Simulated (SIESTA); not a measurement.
The system is Bi.

```
CELL_PARAMETERS angstrom
-1.98143 1.98143 1.98143
1.98143 -1.98143 1.98143
1.98143 1.98143 -1.98143
ATOMIC_POSITIONS crystal
Bi 0.00000 0.00000 0.00000
```

This isn't the form of Bi at room conditions, which is rhombohedral.

- Program: SIESTA 5.4.2
- Task: single point
- Functional: PBEsol
- Potentials or basis: PseudoDojo 0.4 standard (PBEsol files)
- Basis: DZP (energy shift 0.003 Ry; two zetas on semicore shells)
- Grid cutoff: 500 Ry
- Energy shift: 0.003 Ry
- k mesh: 9 × 9 × 9
- Occupations: fermi-dirac, width 0.05 eV
- Spin: no spin polarisation

On this cell: pressure -0.9 GPa; band gap on the k mesh none (metal or under the smearing width).

The same run follows on a disturbed copy (cell strained at random at fixed volume):

```xyz
1
Lattice="-2.0511 1.9323 1.9637 2.0091 -1.9541 1.9436 2.0700 1.9730 -1.9856" Properties=species:S:1:pos:R:3 pbc="T T T"
Bi   -0.0472   -0.0316   -0.0216
```

What changes?

The energy (extrapolated to zero smearing) moves by +6.2 meV/atom; pressure -0.8 GPa; band gap on the k mesh none (metal or under the smearing width).

Stress tensor (GPa, compression positive):
```
-1.60 -0.17  0.50
-0.17 -0.44  0.11
 0.50  0.11 -0.49
```

Caveats: spin-orbit coupling is left out, which moves the levels of the heavy elements; the basis of atomic orbitals isn't converged, which shifts pressures, moduli and gaps.
